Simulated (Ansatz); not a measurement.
# Rocksalt LiF, cell of 2 atoms

What do PBEsol, HSE06 and r²SCAN give for the perfect crystal in this cell, and at what cost?

Method: density functional theory in Ansatz 0.2.0, PAW datasets, plane waves.

## Step 1: The system as built

2 atoms (1 Li, 1 F); a = 2.834 Å, b = 2.834 Å, c = 2.834 Å, α = 60.00°, β = 60.00°, γ = 60.00°.

Steps to follow: (2) PBEsol single point at a 10×10×10 mesh, on 7 threads of Arm Neoverse-V2; (3) HSE06 single point at a 10×10×10 mesh, on 7 threads of Arm Neoverse-V2; (4) r²SCAN single point at a 10×10×10 mesh, on 7 threads of Arm Neoverse-V2.

## Step 2: PBEsol single point

Input file in.yaml:

```yaml
crystal:
  lattice:
    - [0.000000, 2.003796, 2.003796]
    - [2.003796, 0.000000, 2.003796]
    - [2.003796, 2.003796, 0.000000]
  atoms:
    - { symbol: Li, position: [0.000000, 0.000000, 0.000000] }
    - { symbol: F, position: [0.500000, 0.500000, 0.500000] }
kpoints:
  mp_grid: { grid: [10, 10, 10] }
  band_path: { path: [VBM, CBM], npoints: 2 }
hamiltonian:
  xc: pbesol
scf:
  occupations: { method: fermi_dirac, width: 0.01 }
output:
  forces: true
  eigenvalues: true
  stress: true
  populations: true
```

## Step 3: Single point with HSE06

in.yaml: that of step 2 with these lines changed.

```diff
@@ -12,3 +12,3 @@
 hamiltonian:
-  xc: pbesol
+  xc: hse06
 scf:
@@ -18,3 +18,2 @@
   eigenvalues: true
-  stress: true
   populations: true
```

## Step 4: Single point with r²SCAN

in.yaml: that of step 3 with these lines changed.

```diff
@@ -12,3 +12,3 @@
 hamiltonian:
-  xc: hse06
+  xc: r2scan
 scf:
```

Q: Predict the outcome of this session. Wanted: for each run, top filled to lowest empty; gap over the zone; energy; pressure.

The runs gave:

```
 level                     time  top filled to lowest empty (eV)  gap over the zone (eV)  energy (eV/atom)  pressure (GPa)
PBEsol    0.5 s (7 CPU threads)                             9.05                    9.05         -503.2783            0.01
 HSE06  2.1 min (7 CPU threads)                            11.54                   11.54         -508.0593               -
r²SCAN    0.9 s (7 CPU threads)                            10.20                   10.20         -509.1656               -
```

**In words.** At the same k points, PBEsol gives a spacing 2.49 eV smaller and r²SCAN gives a spacing 1.34 eV smaller than the 11.54 eV of HSE06.
